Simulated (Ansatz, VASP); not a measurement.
**Two plane-wave programs on IrO2**

```
Ir O
1.0
     4.50531    0.00000    0.00000
     0.00000    4.50531    0.00000
     0.00000    0.00000    3.17671
Ir O
2 4
Cartesian
  2.2527 2.2527 1.5884
  0.0000 0.0000 0.0000
  3.1147 3.1147 0.0000
  3.6433 0.8620 1.5884
  1.3906 1.3906 0.0000
  0.8620 3.6433 1.5884
```

Alike in both runs: task relaxation of cell and atoms; functional PBE; dispersion D3(BJ); k mesh 8 × 8 × 12; occupations gaussian, width 0.1 eV; no spin polarisation.

|  | VASP | Ansatz |
| --- | --- | --- |
| version | VASP 6.6.1 | Ansatz 0.2.0 |
| potentials or method | VASP PAW PBE potentials, release 64 (Ir, O) | scalar-relativistic, plane waves, PAW |
| plane-wave cutoff (eV) | 600 | 420 |
| valence electrons in the cell | 42 | 58 |

|  | VASP | Ansatz | Ansatz less VASP |
| --- | --- | --- | --- |
| gap on the k mesh at the Fermi level, each at its own relaxed structure (eV) | none | none | - |
| relaxed volume (Å³/atom) | 10.80 | 10.72 | -0.082 |
| relaxed cell length with the largest relative difference (Å) | 3.182 | 3.172 | -0.0097 |

A gap of «none» marks a metal or a gap that the smearing closes. The two sets of potentials don't hold the same shells in valence.

Caveats: pairwise dispersion overbinds metals, which lowers pressure and volume. Spin-orbit coupling is left out, which matters for the levels of Ir.
